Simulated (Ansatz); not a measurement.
# Co in Ansatz: the effect of starting spin order

The system is Co, a slab with vacuum.

```
Co
1.0
     2.53950    0.00000    0.00000
    -1.26975    2.19927    0.00000
     0.00000    0.00000   25.36748
Co
6
Direct
  0.66667 0.33333 0.29565
  0.33333 0.66667 0.37739
  0.00000 0.00000 0.45913
  0.66667 0.33333 0.54087
  0.33333 0.66667 0.62261
  0.00000 0.00000 0.70435
```

The cell isn't the ideal one: the (1 1 1) slab of Co, cut from the database cell, not relaxed.

Alike in all runs:

* Program: Ansatz 0.2.0
* Task: single point
* Functional: PBE
* Potentials or basis: Ansatz PAW
* Cutoff: 420 eV (not typed: the program's choice for these potentials)
* k mesh: 12 × 12 × 1
* Occupations: fermi-dirac, width 0.05 eV

```tsv
starting spin order	spin	starting moments	energy over the lowest run (meV/atom)	final net moment (μB)	final largest site moment (μB)
spin off	no spin polarisation	-	?	?	?
fm	collinear spin, ferromagnetic start	[2.0, 2.0, 2.0, 2.0, 2.0, 2.0] μB	0.0	10.43	1.86
random	collinear spin, random start	[0.68, -2.21, 1.27, 0.83, -2.37, 1.06] μB	0.0	10.43	1.86
ferromagnetic start, larger moments	collinear spin, ferromagnetic start	[3.5, 3.5, 3.5, 3.5, 3.5, 3.5] μB	0.0	10.43	1.86
```

**Question.** What does the run with starting spin order spin off give?

**Answer.** Energy over the lowest run 304.2 meV/atom; final net moment 0.00 μB; final largest site moment 0.00 μB.

Caveats: the cell was measured hot, at 1300 K; the starting moments weren't kept (some runs).
